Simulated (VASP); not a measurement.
# CsPbBr3 (Pm-3m) in VASP: electric field gradients with PBE

Aim: the electric field gradients of CsPbBr3 with PBE.

All numbers are computed with VASP 6.6.1; they aren't measurements. Logs are shortened: lines on timing, memory, paths and dates and some standing lists are left out, and cuts for length are marked.

**1. The structure**

Symmetry: Pm-3m, No. 221, cubic system. Conventional cell: a = 6.286 Å, b = 6.286 Å, c = 6.286 Å, α = 90.00°, β = 90.00°, γ = 90.00°. Around Cs (site symmetry m-3m) lie 12 Br at 4.44 Å. Pb (site symmetry m-3m) has 6 Br at 3.14 Å as nearest neighbours. Br (site symmetry 4/mmm) is surrounded by 2 Pb at 3.14 Å.

Measurements of this composition are mostly on another form, of space group No. 62.

**2. Electric field gradients, PBE**

The input, INCAR:

```
SYSTEM = CsPbBr3
  PREC = Accurate
  ENCUT = 520
  EDIFF = 1E-8
  ISMEAR = 1
  SIGMA = 0.1
  LREAL = .FALSE.
  LASPH = .TRUE.
  NELM = 100
  ALGO = Fast
  ISIF = 2
  LWAVE = .FALSE.
  LCHARG = .FALSE.
  GGA = PE
  LEFG = .TRUE.
  NELECT = 44.1
  NBANDS = 30
```

The input, KPOINTS:

```
Automatic mesh
0
G
  2 2 2
  0 0 0
```

The input, POSCAR:

```
CsPbBr3
1.0
    6.2860478989      0.0000000000      0.0000000000
    0.0000000000      6.2860478989      0.0000000000
    0.0000000000      0.0000000000      6.2860478989
Cs Pb Br
1 1 3
Direct
    0.0000000000      0.0000000000      0.0000000000
    0.5000000000      0.5000000000      0.5000000000
    0.5000000000      0.5000000000      0.0000000000
    0.5000000000      0.0000000000      0.5000000000
    0.0000000000      0.5000000000      0.5000000000
```

Potentials or basis: VASP PAW PBE potentials, release 64 (Cs_sv, Pb_d, Br).

Run with:

```console
> cat potpaw_PBE.64/Cs_sv/POTCAR potpaw_PBE.64/Pb_d/POTCAR potpaw_PBE.64/Br/POTCAR > POTCAR
> mpirun -np 1 vasp_std > vasp.out
```

OUTCAR:

```text
SYSTEM = CsPbBr3
   PREC = Accurate
   ENCUT = 520
   EDIFF = 1E-8
   ISMEAR = 1
   LREAL = .FALSE.
   LASPH = .TRUE.
   NELM = 100
   ISIF = 2
   GGA = PE
   NELECT = 44.1

 ion  position               nearest neighbor table
   1  0.000  0.000  0.000-
   2  0.500  0.500  0.500-   3 3.14   4 3.14   5 3.14   3 3.14   4 3.14   5 3.14
   3  0.500  0.500  0.000-   2 3.14   2 3.14
   4  0.500  0.000  0.500-   2 3.14   2 3.14
   5  0.000  0.500  0.500-   2 3.14   2 3.14

  LATTYP: Found a simple cubic cell.
 ALAT       =     6.2860478989

  Lattice vectors:

 A1 = (   6.2860478989,   0.0000000000,   0.0000000000)
 A2 = (   0.0000000000,   6.2860478989,   0.0000000000)
 A3 = (   0.0000000000,   0.0000000000,   6.2860478989)

Analysis of symmetry for initial positions (statically):
=====================================================================
 Subroutine PRICEL returns:
 Original cell was already a primitive cell.

 Routine SETGRP: Setting up the symmetry group for a
 simple cubic supercell.

 Subroutine GETGRP returns: Found 48 space group operations
 (whereof 48 operations were pure point group operations)
 out of a pool of 48 trial point group operations.

The static configuration has the point symmetry O_h .

Analysis of symmetry for dynamics (positions and initial velocities):
=====================================================================
 Subroutine PRICEL returns:
 Original cell was already a primitive cell.

 Routine SETGRP: Setting up the symmetry group for a
 simple cubic supercell.

 Subroutine GETGRP returns: Found 48 space group operations
 (whereof 48 operations were pure point group operations)
 out of a pool of 48 trial point group operations.

The dynamic configuration has the point symmetry O_h .

 Subroutine INISYM returns: Found 48 space group operations
 (whereof 48 operations are pure point group operations),
 and found     1 'primitive' translations

----------------------------------------------------------------------------------------

                                     Primitive cell

  volume of cell :     248.3894

  direct lattice vectors                    reciprocal lattice vectors
     6.286047899  0.000000000  0.000000000     0.159082466  0.000000000  0.000000000
     0.000000000  6.286047899  0.000000000     0.000000000  0.159082466  0.000000000
     0.000000000  0.000000000  6.286047899     0.000000000  0.000000000  0.159082466

  length of vectors
     6.286047899  6.286047899  6.286047899     0.159082466  0.159082466  0.159082466

  position of ions in fractional coordinates (direct lattice)
     0.000000000  0.000000000  0.000000000
     0.500000000  0.500000000  0.500000000
     0.500000000  0.500000000  0.000000000
     0.500000000  0.000000000  0.500000000
     0.000000000  0.500000000  0.500000000

  ion indices of the primitive-cell ions
   primitive index   ion index
                 1           1
                 2           2
                 3           3
                 4           4
                 5           5

----------------------------------------------------------------------------------------

 KPOINTS: Automatic mesh

Automatic generation of k-mesh.
 Grid dimensions read from file:
 generate k-points for:    2    2    2

 Generating k-lattice:

  Cartesian coordinates                     Fractional coordinates (reciprocal lattice)
     0.079541233  0.000000000  0.000000000     0.500000000  0.000000000  0.000000000
     0.000000000  0.079541233  0.000000000     0.000000000  0.500000000  0.000000000
     0.000000000  0.000000000  0.079541233     0.000000000  0.000000000  0.500000000

  Length of vectors
     0.079541233  0.079541233  0.079541233

  Shift w.r.t. Gamma in fractional coordinates (k-lattice)
     0.000000000  0.000000000  0.000000000

 Subroutine IBZKPT returns following result:
 ===========================================

 Found      4 irreducible k-points:

 Following reciprocal coordinates:
            Coordinates               Weight
  0.000000  0.000000  0.000000      1.000000
  0.500000  0.000000  0.000000      3.000000
  0.500000  0.500000  0.000000      3.000000
  0.500000  0.500000  0.500000      1.000000
   k-points           NKPTS =      4   k-points in BZ     NKDIM =      4   number of bands    NBANDS=     30
   number of dos      NEDOS =    301   number of ions     NIONS =      5
   total plane-waves  NPLWV = 110592
   dimension x,y,z NGX =    48 NGY =   48 NGZ =   48
   dimension x,y,z NGXF=    96 NGYF=   96 NGZF=   96
   ions per type =               1   1   3
   NGX,Y,Z   is equivalent  to a cutoff of  12.69, 12.69, 12.69 a.u.
   NGXF,Y,Z  is equivalent  to a cutoff of  25.39, 25.39, 25.39 a.u.
 SYSTEM =  CsPbBr3
   PREC   = accura    normal or accurate (medium, high low for compatibility)
   ISTART =      0    job   : 0-new  1-cont  2-samecut
   ICHARG =      2    charge: 1-file 2-atom 10-const
   ISPIN  =      1    spin polarized calculation?
   LNONCOLLINEAR =      F non collinear calculations
   LSORBIT =      F    spin-orbit coupling
   LASPH  =      T    aspherical Exc in radial PAW
   ENCUT  =  520.0 eV  38.22 Ry    6.18 a.u.  11.69 11.69 11.69*2*pi/ulx,y,z
   NELM   =    100;   NELMIN=  2; NELMDL= -5     # of ELM steps
   EDIFF  = 0.1E-07   stopping-criterion for ELM
   LREAL  =      F    real-space projection
   EDIFFG = 0.1E-06   stopping-criterion for IOM
   NSW    =      0    number of steps for IOM
   IBRION =     -1    ionic relax: 0-MD 1-quasi-New 2-CG
   NFREE  =      0    steps in history (QN), initial steepest desc. (CG)
   ISIF   =      2    stress and relaxation
   ISYM   =      2    0-nonsym 1-usesym 2-fastsym
   POTIM  = 0.5000    time-step for ionic-motion
   TEBEG  =    0.0;   TEEND  =   0.0 temperature during run
   PSTRESS=    0.0 pullay stress
   NELECT =      44.1000    total number of electrons
   NUPDOWN=      -1.0000    fix difference up-down
   EMIN   =  10.00;   EMAX   =-10.00  energy-range for DOS
   EFERMI =   0.00;   METHOD = LEGACY
   ISMEAR =     1;   SIGMA  =   0.10  broadening in eV -4-tet -1-fermi 0-gaus
   EFERMI_NEDOS =   21; number of points for ismear=-14 and -15
   IALGO  =     68    algorithm
   IMIX   =      4    mixing-type and parameters
     AMIX     =   0.40;   BMIX     =  1.00
     AMIX_MAG =   1.60;   BMIX_MAG =  1.00
  volume/ion in A,a.u.               =      49.68       335.24
  Fermi-wavevector in a.u.,A,eV,Ry     =   0.920118  1.738770 11.518916  0.846616
  Thomas-Fermi vector in A             =   2.045387
   LORBIT       =      0    0 simple, 1 ext, 2 COOP (PROOUT), +10 PAW based schemes
   GGA     = PE    functional components
   LHFCALC =     F    Hartree Fock is set to
   AEXX    =    0.0000 exact exchange contribution
   IVDW    =     0    specifies the selected vdW correction
   LEPSILON=     F    determine dielectric tensor
   LRPA    =     F    only Hartree local field effects (RPA)
 non-spin polarized calculation
 RMM-DIIS sequential band-by-band and
 Methfessel and Paxton  Order N= 1 SIGMA  =   0.10
  energy-cutoff  :      520.00
  volume of cell :      248.39
 maximum number of plane-waves:      6728
 NGX is ok and might be reduce to    48
   NGX = 23   NGY = 23   NGZ = 23

 number of electron      44.0999994 magnetization

 Free energy of the ion-electron system (eV)
  ---------------------------------------------------
  ext. energy  EPLUGINS =         0.00000000
  ---------------------------------------------------
  free energy    TOTEN  =       -15.13955181 eV

  energy without entropy =      -15.13530467  energy(sigma->0) =      -15.13813609

 E-fermi :   1.3595     XC(G=0):  -6.8326

 val. band max:       -0.6733414696   @ k =   0.5000   0.5000   0.5000
 cond. band min:       1.4089049578   @ k =   0.5000   0.5000   0.5000
 fundamental gap:      2.0822464274
 Fermi energy:         1.3595261989

 k-point     1 :       0.0000    0.0000    0.0000
  band No.  band energies     occupation
      1     -21.6107      2.00000
      2     -17.0783      2.00000
      3     -17.0783      2.00000
      4     -17.0404      2.00000
      5     -17.0404      2.00000
      6     -17.0404      2.00000
[... 22 lines left out ...]
     29       5.0781      0.00000
     30       5.0781      0.00000

 k-point     2 :       0.5000    0.0000    0.0000
  band No.  band energies     occupation
      1     -21.6104      2.00000
      2     -17.0783      2.00000
      3     -17.0618      2.00000
      4     -17.0407      2.00000
      5     -17.0407      2.00000
      6     -17.0404      2.00000
[... 22 lines left out ...]
     29       5.4732      0.00000
     30       6.4677      0.00000

 k-point     3 :       0.5000    0.5000    0.0000
  band No.  band energies     occupation
      1     -21.6102      2.00000
      2     -17.0702      2.00000
      3     -17.0532      2.00000
      4     -17.0410      2.00000
      5     -17.0407      2.00000
      6     -17.0407      2.00000
[... 22 lines left out ...]
     29       5.8743      0.00000
     30       6.0296      0.00000

 k-point     4 :       0.5000    0.5000    0.5000
  band No.  band energies     occupation
      1     -21.6100      2.00000
      2     -17.0531      2.00000
      3     -17.0531      2.00000
      4     -17.0410      2.00000
      5     -17.0410      2.00000
      6     -17.0410      2.00000
[... 22 lines left out ...]
     29       5.1691      0.00000
     30       6.2658      0.00000

------------------------ aborting loop because EDIFF is reached ----------------------------------------

  FORCE on cell =-STRESS in cart. coord.  units (eV):
  Direction    XX          YY          ZZ          XY          YZ          ZX
  --------------------------------------------------------------------------------------
  -------------------------------------------------------------------------------------
  Total       -1.2334974     -1.2334974     -1.2334974      0.0000000      0.0000000      0.0000000
  in kB       -7.9563848     -7.9563848     -7.9563848      0.0000000      0.0000000      0.0000000
  external PRESSURE =      -7.9563848 kB  Pullay stress =       0.0000000 kB

 VOLUME and BASIS-vectors are now :
 -----------------------------------------------------------------------------
  energy-cutoff  :      520.00
  volume of cell :      248.39
      direct lattice vectors                 reciprocal lattice vectors
     6.286047899  0.000000000  0.000000000     0.159082466  0.000000000  0.000000000
     0.000000000  6.286047899  0.000000000     0.000000000  0.159082466  0.000000000
     0.000000000  0.000000000  6.286047899     0.000000000  0.000000000  0.159082466

 POSITION                                       TOTAL-FORCE (eV/Angst)
 -----------------------------------------------------------------------------------
      0.00000      0.00000      0.00000         0.000000      0.000000      0.000000
      3.14302      3.14302      3.14302         0.000000      0.000000      0.000000
      3.14302      3.14302      0.00000         0.000000      0.000000      0.000000
      3.14302      0.00000      3.14302         0.000000      0.000000      0.000000
      0.00000      3.14302      3.14302         0.000000      0.000000      0.000000
 -----------------------------------------------------------------------------------
    total drift:                                0.000000     -0.000000     -0.000000

  FREE ENERGIE OF THE ION-ELECTRON SYSTEM (eV)
  ---------------------------------------------------
  free  energy   TOTEN  =       -15.1395518070 eV

  energy  without entropy=      -15.1353046653  energy(sigma->0) =      -15.13813609

 Electric field gradients (V/A^2)
---------------------------------------------------------------------
 ion       V_xx      V_yy      V_zz      V_xy      V_xz      V_yz
---------------------------------------------------------------------
   1      -0.000    -0.000    -0.000    -0.000     0.000     0.000
   2       0.000     0.000    -0.000    -0.000     0.000     0.000
   3     -72.822   -72.822   145.644     0.000     0.000    -0.000
   4     -72.822   145.644   -72.822    -0.000    -0.000    -0.000
   5     145.644   -72.822   -72.822    -0.000    -0.000     0.000
---------------------------------------------------------------------

 Electric field gradients after diagonalization (V/A^2)
 (convention: |V_zz| > |V_xx| > |V_yy|)
----------------------------------------------------------------------
 ion       V_xx      V_yy      V_zz     asymmetry (V_yy - V_xx)/ V_zz
----------------------------------------------------------------------
   1      -0.000    -0.000    -0.000      -0.264
   2       0.000     0.000    -0.000       0.095
   3     -72.822   -72.822   145.644       0.000
   4     -72.822   -72.822   145.644       0.000
   5     -72.822   -72.822   145.644       0.000
----------------------------------------------------------------------

           NMR quadrupolar parameters

 Cq : quadrupolar parameter    Cq=e*Q*V_zz/h
 eta: asymmetry parameters     (V_yy - V_xx)/ V_zz
 Q  : nuclear electric quadrupole moment in mb (millibarn)
----------------------------------------------------------------------
 ion       Cq(MHz)       eta       Q (mb)
----------------------------------------------------------------------
   1      -0.000      -0.264       1.000
   2      -0.000       0.095       1.000
   3       0.352       0.000       1.000
   4       0.352       0.000       1.000
   5       0.352       0.000       1.000
----------------------------------------------------------------------
```

Wall time 64 s (1 thread of Intel Xeon Platinum 8488C (Sapphire Rapids), shared host); peak memory 0.33 GiB.

What came out:

- Free energy: -15.1396 eV
- Band gap on the k mesh: 2.08 eV, direct

Levels at points of the mesh, in eV from the valence-band top:
```csv
k point,band 18,band 19,band 20,band 21,band 22,band 23,band 24,band 25,band 26,band 27
"(0.00, 0.00, 0.00)",-0.97,-0.97,-0.92,-0.92,-0.92,3.68,5.06,5.06,5.40,5.40
"(0.50, 0.00, 0.00)",-1.09,-1.05,-0.97,-0.97,-0.79,2.77,4.94,5.07,5.07,5.57
"(0.50, 0.50, 0.00)",-1.21,-1.12,-1.12,-0.65,-0.39,2.45,2.45,4.80,5.77,5.77
"(0.50, 0.50, 0.50)",-1.21,-0.64,-0.64,-0.64,0.00,2.08,2.08,2.08,5.14,5.84
```

Electric field gradients, principal values (V/Å²):
| atom | Vxx | Vyy | Vzz |
| --- | --- | --- | --- |
| 1 Cs | 0.000 | 0.000 | 0.000 |
| 2 Pb | 0.000 | 0.000 | 0.000 |
| 3 Br | -72.822 | -72.822 | 145.644 |
| 4 Br | -72.822 | -72.822 | 145.644 |
| 5 Br | -72.822 | -72.822 | 145.644 |

Caveat: the k mesh is coarse (spacing up to 0.50 Å⁻¹), so the values aren't converged; the cell carries a net charge on a neutralising background, which shifts energy and pressure; the cell is charged against a uniform background, so pressure and absolute levels hang on convention; spin-orbit coupling is left out, which as a rule narrows the gap of such compounds by several tenths of an eV. A hybrid or GW would open this gap; PBE tends to underestimate it.
